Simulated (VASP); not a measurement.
Consider the following.

```
ZnTe
1.0
    0.00000     3.05000     3.05000
    3.05000     0.00000     3.05000
    3.05000     3.05000     0.00000
Zn Te
1 1
Cartesian
  0.00000   0.00000   0.00000
  1.52500   1.52500   1.52500
```

Computed with PBE GGA, VASP's PBE PAW potentials (set 64) (plane waves; VASP). Numerical set-up: 400 eV cut-off, 7×7×7 Γ-centred mesh, Gaussian smearing of 0.050 eV, potentials Zn Te.

**Question.** Give the stress tensor in GPa (positive for a compressed cell).

**Answer.** 
```
1.79  0.00  0.00
0.00  1.79  0.00
0.00  0.00  1.79
```
The pressure is its mean diagonal, 1.79 GPa.

The compound is ZnTe in the zinc blende structure. The cell was not relaxed at this level.
